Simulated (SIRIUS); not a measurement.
Ge:

```
CELL_PARAMETERS angstrom
1.39715 -2.60052 0.00000
1.39715 2.60052 0.00000
0.00000 0.00000 2.69823
ATOMIC_POSITIONS crystal
Ge 0.50000 0.50000 0.00000
```

This isn't the form of Ge at room conditions, which is diamond.

Base run:

- Program: SIRIUS 7.10.0
- Functional: RPBE
- Potentials or basis: PseudoDojo 0.4.1 PBE standard (scalar relativistic)
- Cutoff: 1078 eV
- Density cutoff: 4311 eV
- k mesh: 9 × 9 × 8
- Occupations: fermi-dirac, width 0.05 eV
- Spin: no spin polarisation

Its results: band gap on the k mesh none (metal or under the smearing width); pressure 1.4 GPa.

Problem. After a change of settings the same cell gave: band gap on the k mesh none (metal or under the smearing width); pressure 5.8 GPa. Which change was it?
A. functional from RPBE to RGE2; libxc names from ["XC_GGA_X_RPBE", "XC_GGA_C_PBE"] to ["XC_GGA_X_RGE2", "XC_GGA_C_RGE2"]
B. functional from RPBE to B97-D; libxc names from ["XC_GGA_X_RPBE", "XC_GGA_C_PBE"] to ["XC_GGA_XC_B97_D"]
C. functional from RPBE to AM05; libxc names from ["XC_GGA_X_RPBE", "XC_GGA_C_PBE"] to ["XC_GGA_X_AM05", "XC_GGA_C_AM05"]
D. functional from RPBE to PW91; libxc names from ["XC_GGA_X_RPBE", "XC_GGA_C_PBE"] to ["XC_GGA_X_PW91", "XC_GGA_C_PW91"]

Solution. B.

Caveats: the potentials were made for another functional, which shifts forces and pressure.
